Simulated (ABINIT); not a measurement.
The system is AgBr.

```xyz
2
Lattice="0.0000 2.8702 2.8702 2.8702 0.0000 2.8702 2.8702 2.8702 0.0000" Properties=species:S:1:pos:R:3 pbc="T T T"
Ag    0.0000    0.0000    0.0000
Br    2.8702    2.8702    2.8702
```

Base run:

```yaml
Program: ABINIT 10.8.3 (patched build)
Functional: LDA
Potentials_or_basis: JTH PAW LDA v2.0
Cutoff: 463 eV
k_mesh: 5 × 5 × 5
Occupations: fermi-dirac, width 0.05 eV
Spin: no spin polarisation
```

Its results: band gap on the k mesh 0.51 eV, indirect (least direct gap 2.29 eV); pressure -4.2 GPa.

Task: The run is repeated on the same cell with these changes: k mesh from 5 × 5 × 5 to 3 × 3 × 3. What comes out?

Result: Band gap on the k mesh 0.72 eV, indirect (least direct gap 2.24 eV); pressure -3.3 GPa.

Caveats: some runs use coarse meshes; an odd mesh through Γ misses points on the zone boundary, where band edges often lie.
